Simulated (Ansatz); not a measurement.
BaTiO3:

```
Ba Ti O
1.0
     4.00730    0.00000    0.00000
     0.00000    4.00730    0.00000
     0.00000    0.00000    8.01460
Ba Ti O
2 2 6
Cartesian
  2.3139 2.3844 1.9229
  2.0570 1.8276 6.1203
  0.1419 4.0001 0.1061
  3.8069 3.8918 4.1558
  2.2804 3.7093 7.8525
  1.7205 3.8733 4.0115
  3.8827 2.3866 7.8876
  3.8235 1.8548 4.1970
  3.8544 0.0411 1.7952
  0.1626 0.0749 6.0314
```

Base run:

```yaml
Program: Ansatz 0.2.0
Functional: PBEsol
Potentials_or_basis: Ansatz PAW
Cutoff: "420 eV (not typed: the program's choice for these potentials)"
k_mesh: 7 × 7 × 4
Occupations: fermi-dirac, width 0.05 eV
Spin: no spin polarisation
```

Its results: band gap on the k mesh 1.47 eV, direct; pressure 12.0 GPa; largest force 7.565 eV/Å.

Problem. The run is repeated on the same cell with these changes: functional from PBEsol to PBE; k mesh from 7 × 7 × 4 to 3 × 3 × 2. What comes out?

Solution. Band gap on the k mesh 1.49 eV, direct; pressure 18.3 GPa; largest force 7.871 eV/Å.

Several settings changed at once, so the effect can't be laid on one alone.

Caveats: some runs use coarse meshes; spin-orbit coupling is left out, which moves the levels of the heavy elements; forces of over 1 eV/Å show positions far from the minimum, so gaps and moduli don't describe the material at rest; the PAW data sets come from PBE, with cores solved anew for the run's functional, which leaves a small shift of forces and pressure (some runs); odd divisions of the mesh miss points on the zone boundary, where band edges often lie, so the gap on the mesh can be too wide (some runs); so large a pressure means that the cell lies far from this level's equilibrium, or that cutoff or potentials fall short (some runs).
